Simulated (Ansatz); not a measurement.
# AlCu: the cost of one run

Method: DFT PBE, scalar-relativistic, plane waves, PAW, in Ansatz 0.2.0.

## 1. The starting structure

It takes space group R-3m (No. 166, trigonal). Conventional cell: a = 3.736 Å, b = 3.736 Å, c = 18.304 Å, α = 90.00°, β = 90.00°, γ = 120.00°. Al (site symmetry 3m) has 1 Al at 2.29 Å and 3 Cu at 2.29 Å in its first shell of neighbours. Around Cu (site symmetry 3m) lie 1 Cu at 2.29 Å and 3 Al at 2.29 Å.

As a file:

```cif
data_structure
_symmetry_space_group_name_H-M 'R-3m:H'
_symmetry_Int_Tables_number 166
_cell_length_a 3.7362
_cell_length_b 3.7362
_cell_length_c 18.3037
_cell_angle_alpha 90.000
_cell_angle_beta 90.000
_cell_angle_gamma 120.000
_cell_volume 221.28
loop_
_atom_site_label
_atom_site_type_symbol
_atom_site_symmetry_multiplicity
_atom_site_Wyckoff_symbol
_atom_site_fract_x
_atom_site_fract_y
_atom_site_fract_z
_atom_site_occupancy
Al1 Al 6 c 0.33333 0.66667 0.10417 1
Cu1 Cu 6 c 0.66667 0.33333 0.27083 1
```

A structure generator made this guess: ordered superstructure of diamond (R-3m, No. 166). The dimensions are guesses.

## 2. The guess as it stands, on a coarse mesh

Contents of input.yaml:

```yaml
crystal:
  lattice:
    - [1.86811244, 1.07855522, 6.10122967]
    - [-1.86811244, 1.07855522, 6.10122967]
    - [0.0, -2.15711044, 6.10122967]
  atoms:
    - { symbol: Al, position: [0.4375, 0.4375, 0.4375] }
    - { symbol: Al, position: [0.5625, 0.5625, 0.5625] }
    - { symbol: Cu, position: [0.9375, 0.9375, 0.9375] }
    - { symbol: Cu, position: [0.0625, 0.0625, 0.0625] }
basis:
  ecutwfc: 420
kpoints:
  mp_grid: { grid: [6, 6, 6] }
hamiltonian:
  xc: pbe
scf:
  occupations: { method: gaussian, width: 0.1 }
  lower_state_search: "off"
output:
  forces: true
  stress: true
  eigenvalues: true
```

Started as:

```console
$ ansatz run input.yaml --threads 1 --pin off --max-ram 2560MiB --backend cpu --events-out ev --progress --plain --runs-dir out
```

Q: Estimate wall time and peak memory on 1 thread of Arm Neoverse N1, shared host.

About 7.8 s, with a peak of 0.34 GiB.
